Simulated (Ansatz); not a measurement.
# Li2S: the cost of one run

Computed with Ansatz 0.2.0 (reference: DFT r2SCAN, plane waves, PAW, scalar-relativistic, no spin polarisation, unless a step's input says otherwise).

## 1. The system as given

The structure is cubic, space group Fm-3m (No. 225). The conventional cell has a = 5.765 Å, b = 5.765 Å, c = 5.765 Å, α = 90.00°, β = 90.00°, γ = 90.00°. Li (site symmetry -43m) is surrounded by 4 S at 2.50 Å. Around S (site symmetry m-3m) lie 8 Li at 2.50 Å.

As a file:

```
CELL_PARAMETERS angstrom
0.00000 2.88257 2.88257
2.88257 0.00000 2.88257
2.88257 2.88257 0.00000
ATOMIC_POSITIONS crystal
Li 0.25000 0.25000 0.25000
Li 0.75000 0.75000 0.75000
S 0.00000 0.00000 0.00000
```

## 2. Reference

Input file input.yaml:

```yaml
crystal:
  lattice:
    - [0.0, 2.882566, 2.882566]
    - [2.882566, 0.0, 2.882566]
    - [2.882566, 2.882566, 0.0]
  atoms:
    - { symbol: Li, position: [0.25, 0.25, 0.25] }
    - { symbol: Li, position: [0.75, 0.75, 0.75] }
    - { symbol: S, position: [0.0, 0.0, 0.0] }
  symmetry: { tolerance: 0.0003 }
kpoints:
  mp_grid: { grid: [5, 5, 5], shift: [0, 0, 0] }
magnetization:
  spin_polarized: false
scf:
  occupations: { method: tetrahedron }
hamiltonian:
  pseudopotentials: { kind: paw }
  xc: r2scan
basis:
  ecutwfc: 500
output:
  forces: true
  stress: true
  eigenvalues: true
relax:
  max_steps: 40
  cell: {}
```

The run is started by

```bash
$ ansatz run input.yaml --threads 1 --pin off --max-ram 2560MiB --backend cpu --events-out ev --progress --plain --runs-dir out
```

**Question.** How long does this run take on 1 thread of Intel Xeon 6975P-C (Granite Rapids), shared host, and how much memory does it need?

About 3.6 s, with a peak of 0.53 GiB.
